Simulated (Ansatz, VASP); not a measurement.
# InAs: VASP beside Ansatz, part 2 of 3

Aim: how closely do two programs agree when they are given the same cell, functional and k mesh? The structure shown is the end of the Ansatz relaxation below.

VASP 6.6.1 and Ansatz 0.2.0.

So far: Starting point; Ansatz: relaxation, r2SCAN.

## Step 3: VASP: single point, r2SCAN

Level of this step: r2SCAN; plane waves and PAW (As, In_d) (VASP).

The same cell, functional, mesh and smearing now go to VASP, with its own data sets.

Lines of VASP's logs that name or quote its potential files are left out, and so is its time.

Input file INCAR:

```
SYSTEM = InAs
PREC = Accurate
ENCUT = 550
EDIFF = 1E-06
NELM = 120
ISMEAR = 0
SIGMA = 0.01
LREAL = .FALSE.
ALGO = Normal
METAGGA = R2SCAN
LASPH = .TRUE.
NBANDS = 15
LORBIT = 11
LWAVE = .FALSE.
LCHARG = .FALSE.
ISIF = 2
ISYM = 2
GGA_COMPAT = .FALSE.
EFERMI = MIDGAP
LMIXTAU = .TRUE.
KPAR = 2
```

Input file POSCAR:

```
InAs
1.0
    0.0000000000      3.0763680507      2.9931233446
    3.0763680507      0.0000000000      2.9931233446
    3.0763680507      3.0763680507      0.0000000000
As In
1 1
Direct
    0.7499950503      0.7499950503      0.7499909056
    0.0000049497      0.0000049497      0.0000090944
```

Input file KPOINTS:

```
Points of the shifted mesh
1728
Reciprocal
 0.0416666667  0.0416666667  0.0416666667 1
 0.0416666667  0.0416666667  0.1250000000 1
 0.0416666667  0.0416666667  0.2083333333 1
 0.0416666667  0.0416666667  0.2916666667 1
 0.0416666667  0.0416666667  0.3750000000 1
 0.0416666667  0.0416666667  0.4583333333 1
 0.0416666667  0.0416666667  0.5416666667 1
 0.0416666667  0.0416666667  0.6250000000 1
 0.0416666667  0.0416666667  0.7083333333 1
 0.0416666667  0.0416666667  0.7916666667 1
 0.0416666667  0.0416666667  0.8750000000 1
 0.0416666667  0.0416666667  0.9583333333 1
 0.0416666667  0.1250000000  0.0416666667 1
 0.0416666667  0.1250000000  0.1250000000 1
 0.0416666667  0.1250000000  0.2083333333 1
 0.0416666667  0.1250000000  0.2916666667 1
 0.0416666667  0.1250000000  0.3750000000 1
 0.0416666667  0.1250000000  0.4583333333 1
 0.0416666667  0.1250000000  0.5416666667 1
 0.0416666667  0.1250000000  0.6250000000 1
 0.0416666667  0.1250000000  0.7083333333 1
 0.0416666667  0.1250000000  0.7916666667 1
 0.0416666667  0.1250000000  0.8750000000 1
 0.0416666667  0.1250000000  0.9583333333 1
 0.0416666667  0.2083333333  0.0416666667 1
 0.0416666667  0.2083333333  0.1250000000 1
 0.0416666667  0.2083333333  0.2083333333 1
 0.0416666667  0.2083333333  0.2916666667 1
 0.0416666667  0.2083333333  0.3750000000 1
 0.0416666667  0.2083333333  0.4583333333 1
 0.0416666667  0.2083333333  0.5416666667 1
 0.0416666667  0.2083333333  0.6250000000 1
 0.0416666667  0.2083333333  0.7083333333 1
 0.0416666667  0.2083333333  0.7916666667 1
 0.0416666667  0.2083333333  0.8750000000 1
 0.0416666667  0.2083333333  0.9583333333 1
 0.0416666667  0.2916666667  0.0416666667 1
 0.0416666667  0.2916666667  0.1250000000 1
 0.0416666667  0.2916666667  0.2083333333 1
 0.0416666667  0.2916666667  0.2916666667 1
 0.0416666667  0.2916666667  0.3750000000 1
 0.0416666667  0.2916666667  0.4583333333 1
 0.0416666667  0.2916666667  0.5416666667 1
 0.0416666667  0.2916666667  0.6250000000 1
 0.0416666667  0.2916666667  0.7083333333 1
 0.0416666667  0.2916666667  0.7916666667 1
 0.0416666667  0.2916666667  0.8750000000 1
 0.0416666667  0.2916666667  0.9583333333 1
 0.0416666667  0.3750000000  0.0416666667 1
 0.0416666667  0.3750000000  0.1250000000 1
 0.0416666667  0.3750000000  0.2083333333 1
 0.0416666667  0.3750000000  0.2916666667 1
 0.0416666667  0.3750000000  0.3750000000 1
 0.0416666667  0.3750000000  0.4583333333 1
 0.0416666667  0.3750000000  0.5416666667 1
 0.0416666667  0.3750000000  0.6250000000 1
 0.0416666667  0.3750000000  0.7083333333 1
 0.0416666667  0.3750000000  0.7916666667 1
 0.0416666667  0.3750000000  0.8750000000 1
 0.0416666667  0.3750000000  0.9583333333 1
 0.0416666667  0.4583333333  0.0416666667 1
 0.0416666667  0.4583333333  0.1250000000 1
 0.0416666667  0.4583333333  0.2083333333 1
 0.0416666667  0.4583333333  0.2916666667 1
 0.0416666667  0.4583333333  0.3750000000 1
 0.0416666667  0.4583333333  0.4583333333 1
 0.0416666667  0.4583333333  0.5416666667 1
 0.0416666667  0.4583333333  0.6250000000 1
 0.0416666667  0.4583333333  0.7083333333 1
 0.0416666667  0.4583333333  0.7916666667 1
 0.0416666667  0.4583333333  0.8750000000 1
 0.0416666667  0.4583333333  0.9583333333 1
 0.0416666667  0.5416666667  0.0416666667 1
 0.0416666667  0.5416666667  0.1250000000 1
 0.0416666667  0.5416666667  0.2083333333 1
 0.0416666667  0.5416666667  0.2916666667 1
 0.0416666667  0.5416666667  0.3750000000 1
 0.0416666667  0.5416666667  0.4583333333 1
 0.0416666667  0.5416666667  0.5416666667 1
 0.0416666667  0.5416666667  0.6250000000 1
 0.0416666667  0.5416666667  0.7083333333 1
 0.0416666667  0.5416666667  0.7916666667 1
 0.0416666667  0.5416666667  0.8750000000 1
 0.0416666667  0.5416666667  0.9583333333 1
 0.0416666667  0.6250000000  0.0416666667 1
 0.0416666667  0.6250000000  0.1250000000 1
 0.0416666667  0.6250000000  0.2083333333 1
 0.0416666667  0.6250000000  0.2916666667 1
 0.0416666667  0.6250000000  0.3750000000 1
 0.0416666667  0.6250000000  0.4583333333 1
 0.0416666667  0.6250000000  0.5416666667 1
 0.0416666667  0.6250000000  0.6250000000 1
 0.0416666667  0.6250000000  0.7083333333 1
 0.0416666667  0.6250000000  0.7916666667 1
 0.0416666667  0.6250000000  0.8750000000 1
 0.0416666667  0.6250000000  0.9583333333 1
 0.0416666667  0.7083333333  0.0416666667 1
 0.0416666667  0.7083333333  0.1250000000 1
 0.0416666667  0.7083333333  0.2083333333 1
 0.0416666667  0.7083333333  0.2916666667 1
 0.0416666667  0.7083333333  0.3750000000 1
 0.0416666667  0.7083333333  0.4583333333 1
 0.0416666667  0.7083333333  0.5416666667 1
 0.0416666667  0.7083333333  0.6250000000 1
 0.0416666667  0.7083333333  0.7083333333 1
 0.0416666667  0.7083333333  0.7916666667 1
 0.0416666667  0.7083333333  0.8750000000 1
 0.0416666667  0.7083333333  0.9583333333 1
 0.0416666667  0.7916666667  0.0416666667 1
 0.0416666667  0.7916666667  0.1250000000 1
 0.0416666667  0.7916666667  0.2083333333 1
 0.0416666667  0.7916666667  0.2916666667 1
[... 1390 lines left out ...]
 0.8750000000  0.4583333333  0.1250000000 1
 0.8750000000  0.4583333333  0.2083333333 1
 0.8750000000  0.4583333333  0.2916666667 1
 0.8750000000  0.4583333333  0.3750000000 1
 0.8750000000  0.4583333333  0.4583333333 1
 0.8750000000  0.4583333333  0.5416666667 1
 0.8750000000  0.4583333333  0.6250000000 1
 0.8750000000  0.4583333333  0.7083333333 1
 0.8750000000  0.4583333333  0.7916666667 1
 0.8750000000  0.4583333333  0.8750000000 1
 0.8750000000  0.4583333333  0.9583333333 1
 0.8750000000  0.5416666667  0.0416666667 1
 0.8750000000  0.5416666667  0.1250000000 1
 0.8750000000  0.5416666667  0.2083333333 1
 0.8750000000  0.5416666667  0.2916666667 1
 0.8750000000  0.5416666667  0.3750000000 1
 0.8750000000  0.5416666667  0.4583333333 1
 0.8750000000  0.5416666667  0.5416666667 1
 0.8750000000  0.5416666667  0.6250000000 1
 0.8750000000  0.5416666667  0.7083333333 1
 0.8750000000  0.5416666667  0.7916666667 1
 0.8750000000  0.5416666667  0.8750000000 1
 0.8750000000  0.5416666667  0.9583333333 1
 0.8750000000  0.6250000000  0.0416666667 1
 0.8750000000  0.6250000000  0.1250000000 1
 0.8750000000  0.6250000000  0.2083333333 1
 0.8750000000  0.6250000000  0.2916666667 1
 0.8750000000  0.6250000000  0.3750000000 1
 0.8750000000  0.6250000000  0.4583333333 1
 0.8750000000  0.6250000000  0.5416666667 1
 0.8750000000  0.6250000000  0.6250000000 1
 0.8750000000  0.6250000000  0.7083333333 1
 0.8750000000  0.6250000000  0.7916666667 1
 0.8750000000  0.6250000000  0.8750000000 1
 0.8750000000  0.6250000000  0.9583333333 1
 0.8750000000  0.7083333333  0.0416666667 1
 0.8750000000  0.7083333333  0.1250000000 1
 0.8750000000  0.7083333333  0.2083333333 1
 0.8750000000  0.7083333333  0.2916666667 1
 0.8750000000  0.7083333333  0.3750000000 1
 0.8750000000  0.7083333333  0.4583333333 1
 0.8750000000  0.7083333333  0.5416666667 1
 0.8750000000  0.7083333333  0.6250000000 1
 0.8750000000  0.7083333333  0.7083333333 1
 0.8750000000  0.7083333333  0.7916666667 1
 0.8750000000  0.7083333333  0.8750000000 1
 0.8750000000  0.7083333333  0.9583333333 1
 0.8750000000  0.7916666667  0.0416666667 1
 0.8750000000  0.7916666667  0.1250000000 1
 0.8750000000  0.7916666667  0.2083333333 1
 0.8750000000  0.7916666667  0.2916666667 1
 0.8750000000  0.7916666667  0.3750000000 1
 0.8750000000  0.7916666667  0.4583333333 1
 0.8750000000  0.7916666667  0.5416666667 1
 0.8750000000  0.7916666667  0.6250000000 1
 0.8750000000  0.7916666667  0.7083333333 1
 0.8750000000  0.7916666667  0.7916666667 1
 0.8750000000  0.7916666667  0.8750000000 1
 0.8750000000  0.7916666667  0.9583333333 1
 0.8750000000  0.8750000000  0.0416666667 1
 0.8750000000  0.8750000000  0.1250000000 1
 0.8750000000  0.8750000000  0.2083333333 1
 0.8750000000  0.8750000000  0.2916666667 1
 0.8750000000  0.8750000000  0.3750000000 1
 0.8750000000  0.8750000000  0.4583333333 1
 0.8750000000  0.8750000000  0.5416666667 1
 0.8750000000  0.8750000000  0.6250000000 1
 0.8750000000  0.8750000000  0.7083333333 1
 0.8750000000  0.8750000000  0.7916666667 1
 0.8750000000  0.8750000000  0.8750000000 1
 0.8750000000  0.8750000000  0.9583333333 1
 0.8750000000  0.9583333333  0.0416666667 1
 0.8750000000  0.9583333333  0.1250000000 1
 0.8750000000  0.9583333333  0.2083333333 1
 0.8750000000  0.9583333333  0.2916666667 1
 0.8750000000  0.9583333333  0.3750000000 1
 0.8750000000  0.9583333333  0.4583333333 1
 0.8750000000  0.9583333333  0.5416666667 1
 0.8750000000  0.9583333333  0.6250000000 1
 0.8750000000  0.9583333333  0.7083333333 1
 0.8750000000  0.9583333333  0.7916666667 1
 0.8750000000  0.9583333333  0.8750000000 1
 0.8750000000  0.9583333333  0.9583333333 1
 0.9583333333  0.0416666667  0.0416666667 1
 0.9583333333  0.0416666667  0.1250000000 1
 0.9583333333  0.0416666667  0.2083333333 1
 0.9583333333  0.0416666667  0.2916666667 1
 0.9583333333  0.0416666667  0.3750000000 1
 0.9583333333  0.0416666667  0.4583333333 1
 0.9583333333  0.0416666667  0.5416666667 1
 0.9583333333  0.0416666667  0.6250000000 1
 0.9583333333  0.0416666667  0.7083333333 1
 0.9583333333  0.0416666667  0.7916666667 1
 0.9583333333  0.0416666667  0.8750000000 1
 0.9583333333  0.0416666667  0.9583333333 1
 0.9583333333  0.1250000000  0.0416666667 1
 0.9583333333  0.1250000000  0.1250000000 1
 0.9583333333  0.1250000000  0.2083333333 1
 0.9583333333  0.1250000000  0.2916666667 1
 0.9583333333  0.1250000000  0.3750000000 1
 0.9583333333  0.1250000000  0.4583333333 1
 0.9583333333  0.1250000000  0.5416666667 1
 0.9583333333  0.1250000000  0.6250000000 1
 0.9583333333  0.1250000000  0.7083333333 1
 0.9583333333  0.1250000000  0.7916666667 1
 0.9583333333  0.1250000000  0.8750000000 1
 0.9583333333  0.1250000000  0.9583333333 1
 0.9583333333  0.2083333333  0.0416666667 1
 0.9583333333  0.2083333333  0.1250000000 1
 0.9583333333  0.2083333333  0.2083333333 1
 0.9583333333  0.2083333333  0.2916666667 1
 0.9583333333  0.2083333333  0.3750000000 1
 0.9583333333  0.2083333333  0.4583333333 1
 0.9583333333  0.2083333333  0.5416666667 1
 0.9583333333  0.2083333333  0.6250000000 1
 0.9583333333  0.2083333333  0.7083333333 1
 0.9583333333  0.2083333333  0.7916666667 1
 0.9583333333  0.2083333333  0.8750000000 1
 0.9583333333  0.2083333333  0.9583333333 1
 0.9583333333  0.2916666667  0.0416666667 1
 0.9583333333  0.2916666667  0.1250000000 1
 0.9583333333  0.2916666667  0.2083333333 1
 0.9583333333  0.2916666667  0.2916666667 1
 0.9583333333  0.2916666667  0.3750000000 1
 0.9583333333  0.2916666667  0.4583333333 1
 0.9583333333  0.2916666667  0.5416666667 1
 0.9583333333  0.2916666667  0.6250000000 1
 0.9583333333  0.2916666667  0.7083333333 1
 0.9583333333  0.2916666667  0.7916666667 1
 0.9583333333  0.2916666667  0.8750000000 1
 0.9583333333  0.2916666667  0.9583333333 1
 0.9583333333  0.3750000000  0.0416666667 1
 0.9583333333  0.3750000000  0.1250000000 1
 0.9583333333  0.3750000000  0.2083333333 1
 0.9583333333  0.3750000000  0.2916666667 1
 0.9583333333  0.3750000000  0.3750000000 1
 0.9583333333  0.3750000000  0.4583333333 1
 0.9583333333  0.3750000000  0.5416666667 1
 0.9583333333  0.3750000000  0.6250000000 1
 0.9583333333  0.3750000000  0.7083333333 1
 0.9583333333  0.3750000000  0.7916666667 1
 0.9583333333  0.3750000000  0.8750000000 1
 0.9583333333  0.3750000000  0.9583333333 1
 0.9583333333  0.4583333333  0.0416666667 1
 0.9583333333  0.4583333333  0.1250000000 1
 0.9583333333  0.4583333333  0.2083333333 1
 0.9583333333  0.4583333333  0.2916666667 1
 0.9583333333  0.4583333333  0.3750000000 1
 0.9583333333  0.4583333333  0.4583333333 1
 0.9583333333  0.4583333333  0.5416666667 1
 0.9583333333  0.4583333333  0.6250000000 1
 0.9583333333  0.4583333333  0.7083333333 1
 0.9583333333  0.4583333333  0.7916666667 1
 0.9583333333  0.4583333333  0.8750000000 1
 0.9583333333  0.4583333333  0.9583333333 1
 0.9583333333  0.5416666667  0.0416666667 1
 0.9583333333  0.5416666667  0.1250000000 1
 0.9583333333  0.5416666667  0.2083333333 1
 0.9583333333  0.5416666667  0.2916666667 1
 0.9583333333  0.5416666667  0.3750000000 1
 0.9583333333  0.5416666667  0.4583333333 1
 0.9583333333  0.5416666667  0.5416666667 1
 0.9583333333  0.5416666667  0.6250000000 1
 0.9583333333  0.5416666667  0.7083333333 1
 0.9583333333  0.5416666667  0.7916666667 1
 0.9583333333  0.5416666667  0.8750000000 1
 0.9583333333  0.5416666667  0.9583333333 1
 0.9583333333  0.6250000000  0.0416666667 1
 0.9583333333  0.6250000000  0.1250000000 1
 0.9583333333  0.6250000000  0.2083333333 1
 0.9583333333  0.6250000000  0.2916666667 1
 0.9583333333  0.6250000000  0.3750000000 1
 0.9583333333  0.6250000000  0.4583333333 1
 0.9583333333  0.6250000000  0.5416666667 1
 0.9583333333  0.6250000000  0.6250000000 1
 0.9583333333  0.6250000000  0.7083333333 1
 0.9583333333  0.6250000000  0.7916666667 1
 0.9583333333  0.6250000000  0.8750000000 1
 0.9583333333  0.6250000000  0.9583333333 1
 0.9583333333  0.7083333333  0.0416666667 1
 0.9583333333  0.7083333333  0.1250000000 1
 0.9583333333  0.7083333333  0.2083333333 1
 0.9583333333  0.7083333333  0.2916666667 1
 0.9583333333  0.7083333333  0.3750000000 1
 0.9583333333  0.7083333333  0.4583333333 1
 0.9583333333  0.7083333333  0.5416666667 1
 0.9583333333  0.7083333333  0.6250000000 1
 0.9583333333  0.7083333333  0.7083333333 1
 0.9583333333  0.7083333333  0.7916666667 1
 0.9583333333  0.7083333333  0.8750000000 1
 0.9583333333  0.7083333333  0.9583333333 1
 0.9583333333  0.7916666667  0.0416666667 1
 0.9583333333  0.7916666667  0.1250000000 1
 0.9583333333  0.7916666667  0.2083333333 1
 0.9583333333  0.7916666667  0.2916666667 1
 0.9583333333  0.7916666667  0.3750000000 1
 0.9583333333  0.7916666667  0.4583333333 1
 0.9583333333  0.7916666667  0.5416666667 1
 0.9583333333  0.7916666667  0.6250000000 1
 0.9583333333  0.7916666667  0.7083333333 1
 0.9583333333  0.7916666667  0.7916666667 1
 0.9583333333  0.7916666667  0.8750000000 1
 0.9583333333  0.7916666667  0.9583333333 1
 0.9583333333  0.8750000000  0.0416666667 1
 0.9583333333  0.8750000000  0.1250000000 1
 0.9583333333  0.8750000000  0.2083333333 1
 0.9583333333  0.8750000000  0.2916666667 1
 0.9583333333  0.8750000000  0.3750000000 1
 0.9583333333  0.8750000000  0.4583333333 1
 0.9583333333  0.8750000000  0.5416666667 1
 0.9583333333  0.8750000000  0.6250000000 1
 0.9583333333  0.8750000000  0.7083333333 1
 0.9583333333  0.8750000000  0.7916666667 1
 0.9583333333  0.8750000000  0.8750000000 1
 0.9583333333  0.8750000000  0.9583333333 1
 0.9583333333  0.9583333333  0.0416666667 1
 0.9583333333  0.9583333333  0.1250000000 1
 0.9583333333  0.9583333333  0.2083333333 1
 0.9583333333  0.9583333333  0.2916666667 1
 0.9583333333  0.9583333333  0.3750000000 1
 0.9583333333  0.9583333333  0.4583333333 1
 0.9583333333  0.9583333333  0.5416666667 1
 0.9583333333  0.9583333333  0.6250000000 1
 0.9583333333  0.9583333333  0.7083333333 1
 0.9583333333  0.9583333333  0.7916666667 1
 0.9583333333  0.9583333333  0.8750000000 1
 0.9583333333  0.9583333333  0.9583333333 1
```

PAW data sets: As and In_d (PBE family, release 64).

The run is started by

```console
$ mpirun -np 2 vasp_std
```

Output:

```text
[banner, memory and clock lines left out]
running    2 mpi-ranks, on    1 nodes
 distrk:  each k-point on    1 cores,    2 groups
 distr:  one band on    1 cores,    1 groups

 POSCAR found type information on POSCAR AsIn
 POSCAR found :  2 types and       2 ions
|                                                                             |
|               ----> ADVICE to this user running VASP <----                  |
|                                                                             |
|     You enforced a specific xc type in the INCAR file but a different       |
|     [... a line on the potential file left out ...]
|     I HOPE YOU KNOW WHAT YOU ARE DOING!                                     |
|                                                                             |

 LDA part: xc-table for (None), standard interpolation
 POSCAR, INCAR and KPOINTS ok, starting setup
 FFT: planning ... GRIDC
 FFT: planning ... GRID_SOFT
 FFT: planning ... GRID
 WAVECAR not read
 entering main loop
       N       E                     dE             d eps       ncg     rms          rms(c)
DAV:   1     0.858705766700E+02    0.85871E+02   -0.88289E+03 52015   0.137E+03
DAV:   2    -0.330448573487E+02   -0.11892E+03   -0.11440E+03 56089   0.319E+02
DAV:   3    -0.412289447949E+02   -0.81841E+01   -0.81337E+01 66337   0.838E+01
DAV:   4    -0.414492385652E+02   -0.22029E+00   -0.22022E+00 65810   0.150E+01
DAV:   5    -0.414592229899E+02   -0.99844E-02   -0.99842E-02 78596   0.265E+00    0.597E+00
DAV:   6    -0.380223546610E+02    0.34369E+01   -0.19966E+00 64034   0.320E+01    0.308E+00
DAV:   7    -0.380216061548E+02    0.74851E-03   -0.62650E-01 55683   0.109E+01    0.151E+00
DAV:   8    -0.380029210627E+02    0.18685E-01   -0.37268E-01 52015   0.709E+00    0.108E+00
DAV:   9    -0.380076977091E+02   -0.47766E-02   -0.20663E-02 69375   0.155E+00    0.838E-01
DAV:  10    -0.380310997505E+02   -0.23402E-01   -0.11179E-01 52421   0.348E+00    0.367E-01
DAV:  11    -0.380577465762E+02   -0.26647E-01   -0.23341E-02 51840   0.150E+00    0.301E-01
DAV:  12    -0.380579484629E+02   -0.20189E-03   -0.43413E-03 55501   0.698E-01    0.234E-01
DAV:  13    -0.380573384541E+02    0.61001E-03   -0.24636E-03 55095   0.629E-01    0.823E-02
DAV:  14    -0.380590026686E+02   -0.16642E-02   -0.10393E-03 54675   0.315E-01    0.391E-02
DAV:  15    -0.380591260000E+02   -0.12333E-03   -0.12983E-04 70817   0.122E-01    0.308E-02
DAV:  16    -0.380591109606E+02    0.15039E-04   -0.19446E-05 57885   0.432E-02    0.252E-02
DAV:  17    -0.380591039386E+02    0.70219E-05   -0.52478E-06 62564   0.188E-02    0.180E-02
DAV:  18    -0.380591121558E+02   -0.82172E-05   -0.20485E-05 58546   0.429E-02    0.329E-03
DAV:  19    -0.380591145565E+02   -0.24007E-05   -0.11839E-05 61731   0.301E-02    0.563E-03
DAV:  20    -0.380591154533E+02   -0.89682E-06   -0.31688E-07 46997   0.582E-03
   1 F= -.38059115E+02 E0= -.38059115E+02  d E =0.000000E+00
```

(Part 2 of 3 ends here.)

[Lines on the potential files, build, host, timing and source positions are cut from VASP's logs without a mark.]

[Logs are printed without paths, hosts, clocks, repeated set-up lines and the standing remarks that a program may print on its own settings, such as how far it seeks lower states.]

[Hosts, paths, dates, database ids (printed as entryN), source tags and the programs' standing remarks are cut or masked in the printed files.]
